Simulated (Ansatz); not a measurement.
The cell is a measured one (Crystallography Open Database entry 9007459); the temperature and pressure of the measurement aren't taken into account, and nothing was relaxed.

An input for NaF: DFT, PBE, all-electron PAW with datasets made for the crystal, scalar-relativistic (Ansatz 0.2.0).

Command: `ansatz run input.yaml --threads 1 --pin off --max-ram 2048MiB --backend cpu --events-out ev --progress --plain --runs-dir out` The run took about 9.7 s on 1 thread of a shared machine.

```yaml
crystal:
  lattice:
    - [0.0, 2.3233, 2.3233]
    - [2.3233, 0.0, 2.3233]
    - [2.3233, 2.3233, 0.0]
  atoms:
    - { symbol: Na, position: [0.0, 0.0, 0.0] }
    - { symbol: F, position: [0.5, 0.5, 0.5] }
kpoints:
  mp_grid: { grid: [10, 10, 10] }
  band_path:
    path:
      - [0.0, 0.0, 0.0]
      - [0.5, 0.0, 0.5]
      - [0.625, 0.25, 0.625]
      - [0.375, 0.375, 0.75]
      - [0.0, 0.0, 0.0]
      - [0.5, 0.5, 0.5]
      - [0.5, 0.25, 0.75]
      - [0.5, 0.0, 0.5]
    npoints: 8
scf:
  occupations: { method: fermi_dirac, width: 0.02 }
hamiltonian:
  xc: pbe
  pseudopotentials: { kind: all_electron, datasets: crystal }
output:
  forces: true
  stress: true
  eigenvalues: true
  efg: { contact_densities: true }
```

Set-up and iterations as logged by Ansatz (the results part is left out, to be predicted):

```
hamiltonian.pseudopotentials.datasets: crystal makes datasets for this crystal and solves the spheres of its atoms anew in each pass: cutoff 280.0 eV, the density's 1120.0 eV; for an error of 0.50 meV an atom under PBE, 1.0 meV for the cell; an energy difference from a run of another recipe may be off by several times the error for the cell, under r2SCAN by more, where some 0.1 meV an atom stays at smaller errors; F in spheres of 1.127 Å, 7 of its electrons in bands; Na in spheres of 1.191 Å, 9 of its electrons in bands
Engine: ansatz 0.2.0
Pseudopotentials: kind: all_electron
Pseudopotential: Na, paw, valence charge 9, recommended cutoff 280 eV (normal), Koelling and Harmon's equation, gaussian nucleus
Pseudopotential: F, paw, valence charge 7, recommended cutoff 280 eV (normal), Koelling and Harmon's equation, gaussian nucleus
Functional definition: PBE
  parameter kappa = 0.804
  parameter beta = 0.06672455060314922
  exchange = pbe_x(kappa = kappa, mu = beta*pi^2/3)
  correlation = pbe_c(beta = beta)
Crystal: 2 atoms, lattice volume = 25.081 Å³
Basis set: ecut = 280 eV, 283 PW (Γ), exchange–correlation on 36×36×36 points (8 copies of the dense FFT grid, shifted against one another)
Bands: 12, of which v1, the nominal top of the filled ones, is band 8 counted from 1 (7 counted from 0)
Symmetry: 48 space group operations
Space group: Fm-3m (ITA 225), of the structure as read, at distance tolerance 2.9e-5 Å
k-points: 47 of 1000
Non-local potential: Na, projectors of the file, l = 0: 2, l = 1: 3
Non-local potential: F, projectors of the file, l = 0: 2, l = 1: 2
PAW form: soft (Blöchl's): semilocal exchange-correlation on the pseudo side does not see the compensation charge
PAW one-centre angular grid: Na, 110 points (default); XC on its mesh's 1971 points in the sphere
PAW one-centre angular grid: F, 110 points (default); XC on its mesh's 1969 points in the sphere
Initial density: superposition of atomic densities (neutral atoms: chi_scale 0, normalization atom)
Initial wavefunctions: pseudopotential atomic-orbital guess
Functional: x = pbe(κ = 0.804, μ = 0.2195149727645171), c = pbe(β = 0.06672455060314922)
iter 1 solved again at ethr=1.74e-2 eV; its pass at ethr=1.00e-1 eV (dr2=2.78e0 eV) is discarded
SCF iter   1: F=—  HF=-7142.377590 eV  |F-HF|=—  |Δ(HF+E_count)|=         —  Δρ=1.04e-1  dr2=2.77e0  ethr=1.74e-2  ⟨swp⟩=2.4  Hψ=3047  notcnv=0
SCF iter   2: F=—  HF=-7141.666016 eV  |F-HF|=—  |Δ(HF+E_count)|=   7.12e-1  Δρ=5.00e-2  dr2=3.08e-1  ethr=1.73e-2  ⟨swp⟩=3.0  Hψ=1467  notcnv=0  defer=1
SCF iter   3: F=—  HF=-7141.497867 eV  |F-HF|=—  |Δ(HF+E_count)|=   1.68e-1  Δρ=1.16e-2  dr2=4.71e-2  ethr=1.92e-3  ⟨swp⟩=3.0  Hψ=1466  notcnv=0  defer=1
iter 4 solved again at ethr=4.83e-6 eV; its pass at ethr=2.94e-4 eV (dr2=7.73e-4 eV) is discarded
SCF iter   4: F=—  HF=-7141.505327 eV  |F-HF|=—  |Δ(HF+E_count)|=   7.46e-3  Δρ=2.20e-3  dr2=7.53e-4  ethr=4.83e-6  ⟨swp⟩=3.1  Hψ=2933  notcnv=0  defer=2
SCF iter   5: F=—  HF=-7141.505231 eV  |F-HF|=—  |Δ(HF+E_count)|=   9.61e-5  Δρ=6.01e-4  dr2=5.97e-5  ethr=4.71e-6  ⟨swp⟩=2.5  Hψ=1159  notcnv=0  defer=2
SCF iter   6: F=—  HF=-7141.505236 eV  |F-HF|=—  |Δ(HF+E_count)|=   5.28e-6  Δρ=5.09e-5  dr2=4.89e-7  ethr=3.73e-7  ⟨swp⟩=3.0  Hψ=1140  notcnv=0  defer=1
SCF iter   7: F=—  HF=-7141.504755 eV  |F-HF|=—  |Δ(HF+E_count)|=   4.81e-4  Δρ=2.22e-5  dr2=6.72e-8  ethr=3.06e-9  ⟨swp⟩=4.0  Hψ=1585  notcnv=0  defer=1
SCF iter   8: F=-7141.504755 eV  HF=-7141.504755 eV  |F-HF|=1.57e-9  |Δ(HF+E_count)|=   3.12e-8  Δρ=2.43e-6  dr2=6.98e-10  ethr=4.20e-10  ⟨swp⟩=3.0  Hψ=1085  notcnv=0  defer=1
```

Task: What pressure will this run report?

Result: 1.72 GPa (positive in compression).
